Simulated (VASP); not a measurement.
# Si (Fd-3m) in VASP: further runs

The runs below take Si through single point, relaxation of cell and atoms, with PBEsol.

Program: VASP 6.6.1. These are calculated values, not measurements. Logs are shortened: lines on timing, memory, paths and dates and some standing lists are left out, and cuts for length are marked.

### 1 Starting point

The structure is cubic, space group Fd-3m (No. 227). The conventional cell has a = 5.306 Å, b = 5.306 Å, c = 5.306 Å, α = 90.00°, β = 90.00°, γ = 90.00°. Si (site symmetry -43m) is surrounded by 4 Si at 2.30 Å.

### 2 Single point, PBEsol

The input, INCAR:

```
PREC     = Accurate       # precision mode
ENCUT    = 520            # plane-wave cutoff, eV
EDIFF    = 1E-6           # SCF threshold, eV
ISMEAR   = 0              # smearing method
SIGMA    = 0.02           # smearing width, eV
LREAL    = False          # projectors in reciprocal space
LASPH    = True           # aspherical terms in the spheres
NELM     = 60             # most SCF steps
ALGO     = Fast           # electronic algorithm
ISIF     = 2              # what is computed and relaxed
LWAVE    = False          # write WAVECAR
LCHARG   = False          # write CHGCAR
GGA      = PS             # functional
NBANDS   = 11             # bands
```

The input, KPOINTS:

```
Automatic mesh
0
Gamma
  12 12 12
```

The input, POSCAR:

```
Si
1.0
    0.0000000000      2.6532026038      2.6532026038
    2.6532026038      0.0000000000      2.6532026038
    2.6532026038      2.6532026038      0.0000000000
Si
2
Direct
    0.7500000000      0.7500000000      0.7500000000
    0.5000000000      0.5000000000      0.5000000000
```

Potentials or basis: VASP PAW PBE potentials, release 64 (Si).

Launch:

```sh
$ cat potpaw_PBE.64/Si/POTCAR > POTCAR
$ mpirun -np 1 vasp_std > vasp.out
```

OUTCAR:

```text
PREC = Accurate
   ENCUT = 520
   EDIFF = 1E-6
   ISMEAR = 0
   LREAL = False
   LASPH = True
   NELM = 60
   ISIF = 2
   GGA = PS

 ion  position               nearest neighbor table
   1  0.750  0.750  0.750-   2 2.30   2 2.30   2 2.30   2 2.30
   2  0.500  0.500  0.500-   1 2.30   1 2.30   1 2.30   1 2.30

  LATTYP: Found a face centered cubic cell.
 ALAT       =     5.3064052076

  Lattice vectors:

 A1 = (   0.0000000000,   2.6532026038,   2.6532026038)
 A2 = (   2.6532026038,   0.0000000000,   2.6532026038)
 A3 = (   2.6532026038,   2.6532026038,   0.0000000000)

Analysis of symmetry for initial positions (statically):
=====================================================================
 Subroutine PRICEL returns:
 Original cell was already a primitive cell.

 Routine SETGRP: Setting up the symmetry group for a
 face centered cubic supercell.

 Subroutine GETGRP returns: Found 48 space group operations
 (whereof 24 operations were pure point group operations)
 out of a pool of 48 trial point group operations.

The static configuration has the point symmetry T_d .
 The point group associated with its full space group is O_h .

Analysis of symmetry for dynamics (positions and initial velocities):
=====================================================================
 Subroutine PRICEL returns:
 Original cell was already a primitive cell.

 Routine SETGRP: Setting up the symmetry group for a
 face centered cubic supercell.

 Subroutine GETGRP returns: Found 48 space group operations
 (whereof 24 operations were pure point group operations)
 out of a pool of 48 trial point group operations.

The dynamic configuration has the point symmetry T_d .
 The point group associated with its full space group is O_h .

 Subroutine INISYM returns: Found 48 space group operations
 (whereof 24 operations are pure point group operations),
 and found     1 'primitive' translations

----------------------------------------------------------------------------------------

                                     Primitive cell

  volume of cell :      37.3544

  direct lattice vectors                    reciprocal lattice vectors
     0.000000000  2.653202604  2.653202604    -0.188451496  0.188451496  0.188451496
     2.653202604  0.000000000  2.653202604     0.188451496 -0.188451496  0.188451496
     2.653202604  2.653202604  0.000000000     0.188451496  0.188451496 -0.188451496

  length of vectors
     3.752195106  3.752195106  3.752195106     0.326407566  0.326407566  0.326407566

  position of ions in fractional coordinates (direct lattice)
[... 85 lines left out ...]
   ISIF   =      2    stress and relaxation
   ISYM   =      2    0-nonsym 1-usesym 2-fastsym
   POTIM  = 0.5000    time-step for ionic-motion
   TEBEG  =    0.0;   TEEND  =   0.0 temperature during run
   PSTRESS=    0.0 pullay stress
   NELECT =       8.0000    total number of electrons
   NUPDOWN=      -1.0000    fix difference up-down
   EMIN   =  10.00;   EMAX   =-10.00  energy-range for DOS
   EFERMI =   0.00;   METHOD = LEGACY
   ISMEAR =     0;   SIGMA  =   0.02  broadening in eV -4-tet -1-fermi 0-gaus
   EFERMI_NEDOS =   21; number of points for ismear=-14 and -15
   IALGO  =     68    algorithm
   IMIX   =      4    mixing-type and parameters
     AMIX     =   0.40;   BMIX     =  1.00
     AMIX_MAG =   1.60;   BMIX_MAG =  1.00
  volume/ion in A,a.u.               =      18.68       126.04
  Fermi-wavevector in a.u.,A,eV,Ry     =   0.979470  1.850930 13.052902  0.959361
  Thomas-Fermi vector in A             =   2.110325
   LORBIT       =      0    0 simple, 1 ext, 2 COOP (PROOUT), +10 PAW based schemes
   GGA     = PS    functional components
   LHFCALC =     F    Hartree Fock is set to
   AEXX    =    0.0000 exact exchange contribution
   IVDW    =     0    specifies the selected vdW correction
   LEPSILON=     F    determine dielectric tensor
   LRPA    =     F    only Hartree local field effects (RPA)
 non-spin polarized calculation
 RMM-DIIS sequential band-by-band and
 Gauss-broadening in eV      SIGMA  =   0.02
  energy-cutoff  :      520.00
  volume of cell :       37.35
 maximum number of plane-waves:      1036
   NGX = 13   NGY = 13   NGZ = 13

 number of electron       8.0000000 magnetization

 Free energy of the ion-electron system (eV)
  ---------------------------------------------------
  ext. energy  EPLUGINS =         0.00000000
  ---------------------------------------------------
  free energy    TOTEN  =       -11.42852776 eV

  energy without entropy =      -11.42852776  energy(sigma->0) =      -11.42852776

 E-fermi :   6.6150     XC(G=0):  -9.8223

 val. band max:        6.5164936289   @ k =   0.0000   0.0000   0.0000
 cond. band min:       6.8411507727   @ k =   0.4167   0.4167   0.0000
 fundamental gap:      0.3246571438
 Fermi energy:         6.6149934349

 k-point     1 :       0.0000    0.0000    0.0000
  band No.  band energies     occupation
      1      -5.9683      2.00000
      2       6.5165      2.00000
      3       6.5165      2.00000
      4       6.5165      2.00000
      5       9.0583      0.00000
      6       9.0583      0.00000
      7       9.0583      0.00000
      8      10.6516      0.00000
      9      14.2387      0.00000
     10      14.2387      0.00000
     11      14.5177      0.00000
[... 309 lines left out ...]
 k-point    24 :      -0.4167    0.1667    0.0000
  band No.  band energies     occupation
      1      -3.1499      2.00000
      2      -0.5833      2.00000
      3       3.3306      2.00000
      4       4.8149      2.00000
      5       8.6337      0.00000
      6      10.6864      0.00000
      7      10.8886      0.00000
      8      14.6870      0.00000
      9      15.2813      0.00000
     10      15.4148      0.00000
     11      17.9002      0.00000

 [... further k-points ...]
[... 5 lines left out ...]
  --------------------------------------------------------------------------------------
  -------------------------------------------------------------------------------------
  Total        1.8370384      1.8370384      1.8370384      0.0000000      0.0000000      0.0000000
  in kB       78.7929879     78.7929879     78.7929879      0.0000000      0.0000000      0.0000000
  external PRESSURE =      78.7929879 kB  Pullay stress =       0.0000000 kB

 VOLUME and BASIS-vectors are now :
 -----------------------------------------------------------------------------
  energy-cutoff  :      520.00
  volume of cell :       37.35
      direct lattice vectors                 reciprocal lattice vectors
     0.000000000  2.653202604  2.653202604    -0.188451496  0.188451496  0.188451496
     2.653202604  0.000000000  2.653202604     0.188451496 -0.188451496  0.188451496
     2.653202604  2.653202604  0.000000000     0.188451496  0.188451496 -0.188451496

 POSITION                                       TOTAL-FORCE (eV/Angst)
 -----------------------------------------------------------------------------------
      3.97980      3.97980      3.97980         0.000000      0.000000      0.000000
      2.65320      2.65320      2.65320        -0.000000     -0.000000     -0.000000
 -----------------------------------------------------------------------------------
    total drift:                               -0.000000      0.000000     -0.000000

  FREE ENERGIE OF THE ION-ELECTRON SYSTEM (eV)
  ---------------------------------------------------
  free  energy   TOTEN  =       -11.4285277639 eV

  energy  without entropy=      -11.4285277639  energy(sigma->0) =      -11.42852776
```

OSZICAR:

```text
N       E                     dE             d eps       ncg     rms          rms(c)
DAV:   1     0.788157182289E+01    0.78816E+01   -0.32981E+03  1584   0.591E+02
DAV:   2    -0.111485433348E+02   -0.19030E+02   -0.18221E+02  2197   0.890E+01
DAV:   3    -0.116934071712E+02   -0.54486E+00   -0.54328E+00  2000   0.130E+01
DAV:   4    -0.116972123820E+02   -0.38052E-02   -0.38046E-02  1936   0.139E+00
DAV:   5    -0.116972450816E+02   -0.32700E-04   -0.32699E-04  1964   0.120E-01    0.544E+00
RMM:   6    -0.115093480842E+02    0.18790E+00   -0.56658E-02  1592   0.112E+00    0.328E+00
RMM:   7    -0.114277669248E+02    0.81581E-01   -0.10810E-01  1732   0.165E+00    0.279E-01
RMM:   8    -0.114283958803E+02   -0.62896E-03   -0.55721E-03  1730   0.492E-01    0.896E-02
RMM:   9    -0.114284971043E+02   -0.10122E-03   -0.86036E-04  1844   0.192E-01    0.871E-02
RMM:  10    -0.114285261977E+02   -0.29093E-04   -0.16801E-04  1767   0.911E-02    0.261E-02
RMM:  11    -0.114285269910E+02   -0.79334E-06   -0.38042E-05  1893   0.448E-02    0.148E-02
RMM:  12    -0.114285277639E+02   -0.77290E-06   -0.71789E-06  1791   0.205E-02
   1 F= -.11428528E+02 E0= -.11428528E+02  d E =-.572777E-15
```

stdout:

```text
POSCAR found type information on POSCAR Si
 POSCAR found :  1 types and       2 ions
 scaLAPACK will be used
 -----------------------------------------------------------------------------
|                                                                             |
|                                                                             |
|     You enforced a specific xc type in the INCAR file but a different       |
|     I HOPE YOU KNOW WHAT YOU ARE DOING!                                     |
|                                                                             |
 -----------------------------------------------------------------------------

 LDA part: xc-table for (Slater+PW92), standard interpolation
 POSCAR, INCAR and KPOINTS ok, starting setup
 FFT: planning ... GRIDC
 FFT: planning ... GRID_SOFT
 FFT: planning ... GRID
 WAVECAR not read
 entering main loop
```

Run time: 19 s. Hardware: 1 thread of Intel Xeon Platinum 8488C (Sapphire Rapids), shared host; peak memory 0.15 GiB.

Results:

| Property | Result |
| --- | --- |
| Free energy | -11.4285 eV |
| Pressure | 7.9 GPa |
| Band gap on the k mesh | 0.32 eV, indirect (least direct gap 2.54 eV) |

Caveat: the PAW data sets were made with another functional, which shifts forces and pressure a little. Expect the measured gap to be larger: semilocal functionals such as PBEsol lack the derivative discontinuity.

(Part 1 of 2 ends here.)
